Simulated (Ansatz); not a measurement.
# CaF2, space group Fm-3m: an all-electron LAPW single point

Computed with the Python package of Ansatz (0.2.0).

The script reads `POSCAR`:
```text
CaF2
1.0
   0.00000000    2.73100000    2.73100000
   2.73100000    0.00000000    2.73100000
   2.73100000    2.73100000    0.00000000
Ca F
1 2
Direct
   0.00000000    0.00000000    0.00000000
   0.25000000    0.25000000    0.25000000
   0.75000000    0.75000000    0.75000000
```

`caf2_lapw.py`:
```python
"""All-electron LAPW single point of CaF2."""

import ansatz
from ase.io import read
import numpy as np

atoms = read("POSCAR", format="vasp")
structure = ansatz.Crystal.from_ase(atoms)

calc = (
    structure.calculation()
    .functional("lda")
    .kpoints(5, 5, 5)
    .occupations(ansatz.OccupationsMethod.COLD, width=0.02)
    .pseudopotentials("all_electron", lapw=True)
    .band_table()
)
planned = calc.session().plan(threads=1)
facts = planned.describe()
print("plan:", facts["n_bands"], "bands,", len(facts["kpoints_frac"]), "k-points, plane waves", facts["n_pw_range"], "grid", facts["fft_dense"])
done = planned.execute()
r = done.report

print("%-22s %14.5f eV" % ("F = E - TS", r["free_energy_ev"]))
print("%-22s %14.5f eV" % ("E", r["internal_energy_ev"]))
print("%-22s %14.5f eV" % ("Harris-Foulkes", r["harris_foulkes_ev"]))
print("%-22s %14.5f eV" % ("Fermi level", r["fermi_energy_ev"]))

table = np.array(r["eigenvalues_ev"]) - r["fermi_energy_ev"]
filling = np.array(r["occupations"])
weights = np.tile(r["kweights"], len(table) // len(r["kweights"]))
print("band   lowest  highest (eV from E_F)  electrons")
for band in range(table.shape[1]):
    if table[:, band].max() > -10:
        print(f"{band + 1:4d} {table[:, band].min():8.3f} {table[:, band].max():8.3f} {weights @ filling[:, band]:18.4f}")
print("electrons counted from the table:", round(float(weights @ filling.sum(axis=1)), 5))

errors = r["lapw_basis_errors"]
print(f"estimated basis error {1000 * errors['total_ev_per_atom']:.3f} meV/atom, target {1000 * errors['basis_error_target_ev_per_atom']:.3f}")
for sphere in errors["spheres"]:
    print(f"  {sphere['species']:2s} muffin-tin radius {sphere['muffin_tin_radius_ang']:.3f} A, core shells {sphere['core_shells']}")
```

```console
$ python caf2_lapw.py
plan: 20 bands, 10 k-points, plane waves [480, 531] grid [24, 24, 24]
F = E - TS               -23885.24492 eV
E                        -23885.24492 eV
Harris-Foulkes           -23885.24492 eV
Fermi level                   6.64464 eV
band   lowest  highest (eV from E_F)  electrons
  11   -6.045   -5.075             2.0000
  12   -5.602   -5.026             2.0000
  13   -5.602   -4.742             2.0000
  14   -4.731   -3.699             2.0000
  15   -4.322   -3.687             2.0000
  16   -4.213   -3.502             2.0000
  17    3.474    5.810             0.0000
  18    5.519    6.214             0.0000
  19    5.608    6.478             0.0000
  20    6.583    7.762             0.0000
electrons counted from the table: 32.0
estimated basis error 0.082 meV/atom, target 0.250
  F  muffin-tin radius 1.161 A, core shells 1
  Ca muffin-tin radius 1.204 A, core shells 1
```

Caveats:
- All-electron totals depend on functional, relativistic treatment and basis; only differences at equal settings carry meaning.
- The zero of the levels is a convention of the potentials, so an absolute Fermi energy is no work function.
- In a crystal with a gap the Fermi level's place inside it depends on smearing and mesh.
- The starting cell is as deposited in a crystallographic database; the results hold for this polymorph, which needn't be the stable one.
- Levels are Kohn-Sham eigenvalues on this mesh.
- Wall time of the script: 7.8 s on 1 thread of Intel(R) Xeon(R) Platinum 8375C CPU @ 2.90GHz (Ice Lake), with other jobs on the host, peak memory 0.41 GiB.

(Lines on the test bed's own set-up are left out of the output.)
